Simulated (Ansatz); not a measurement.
Crystal: KBr.

```
Br K
1.0
     0.00000    3.30000    3.30000
     3.30000    0.00000    3.30000
     3.30000    3.30000    0.00000
Br K
1 1
Direct
  0.50000 0.50000 0.50000
  0.00000 0.00000 0.00000
```

Base run:

* Program: Ansatz 0.2.0
* Functional: revPBE
* Potentials or basis: Ansatz PAW
* Cutoff: 420 eV (not typed: the program's choice for these potentials)
* k mesh: 7 × 7 × 7
* Occupations: fermi-dirac, width 0.05 eV
* Spin: no spin polarisation

Its results: band gap on the k mesh 4.72 eV, direct; pressure 1.9 GPa.

Problem. The run is repeated on the same cell with these changes: functional from revPBE to PBE; k mesh from 7 × 7 × 7 to 4 × 4 × 4. What comes out?

Solution. Band gap on the k mesh 4.44 eV, direct; pressure 0.7 GPa.

Several settings changed at once, so the effect can't be laid on one alone.

Caveats: the PAW data sets come from PBE, with cores solved anew for the run's functional, which leaves a small shift of forces and pressure (some runs).
